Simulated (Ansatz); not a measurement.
BaF2:
```
CELL_PARAMETERS angstrom
      0.00000     3.09737     3.09737
      3.09737     0.00000     3.09737
      3.09737     3.09737     0.00000
ATOMIC_POSITIONS crystal
  Ba 0.00000 0.00000 0.00000
  F  0.25000 0.25000 0.25000
  F  0.75000 0.75000 0.75000
```

Relaxed with r²SCAN.

Problem. Decompose the optical modes at the zone centre into irreducible representations, and say which are infrared and Raman allowed.

Solution. Point group m-3m: Γ_opt = T1u + T2g. Infrared: T1u. Raman: T2g.

Problem. Assign frequencies (DFPT, plane-wave PAW r²SCAN (Ansatz code); without the LO–TO term).

Solution. T1u 185, T2g 243 cm⁻¹.

Space group Fm-3m (fluorite). The r²SCAN relaxation kept the symmetry of its start; phonons on a q-mesh show no instability. Spin–orbit coupling is left out wherever it is not named.

Potentials: the later of the program's two PAW sets.
